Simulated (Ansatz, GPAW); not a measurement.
# Bi: programs and potentials compared

```
Bi
1.0
     4.65841    0.00000    0.00000
     0.00000    4.52639    0.00000
    -0.34597    0.00000    6.51195
Bi
4
Cartesian
  0.9155 1.1118 4.9079
  3.4012 3.4053 1.6215
  1.1304 1.0979 1.6351
  3.2001 3.3291 4.8999
```

Atoms were shifted at random by some hundredths of an Å from the given cell, which wasn't relaxed again for these runs.

Alike in all runs: task single point; functional PBEsol; k mesh 6 × 6 × 4; occupations fermi-dirac, width 0.05 eV; no spin polarisation; no spin-orbit coupling. Pressure is positive in compression and, in plane waves, holds the error of the finite cutoff, which Ansatz's Pulay term estimates and takes out.

```
                           program and potentials  plane-wave cutoff (eV)                                                                                   notes  band gap (eV)  pressure (GPa)  largest force (eV/Å)
                               Ansatz, Ansatz PAW                     420  potentials made for PBE, which Ansatz adapts in part; Pulay term of +0.03 GPa included         no gap           -1.27                 0.131
GPAW, PAW data sets generated for this functional                     600                                                                                       -         no gap           -1.36                 0.133
   Ansatz, all-electron LAPW, scalar-relativistic                       -                                                                                       -         no gap           -1.25                 0.131
```

Force on atom 1 (Bi), eV/Å:

```
                           program and potentials       x      y       z
                               Ansatz, Ansatz PAW  -0.046  0.123  -0.006
GPAW, PAW data sets generated for this functional  -0.046  0.125  -0.007
   Ansatz, all-electron LAPW, scalar-relativistic  -0.046  0.123  -0.006
```

None finds a gap. The pressure spans -1.36 (GPAW, PAW data sets generated for this functional) to -1.25 GPa (Ansatz, all-electron LAPW, scalar-relativistic), with all-electron results at -1.25.

The functional is the same throughout but for its coding, so the spread measures potentials, basis and numerics; runs on potential files found faulty are left out.
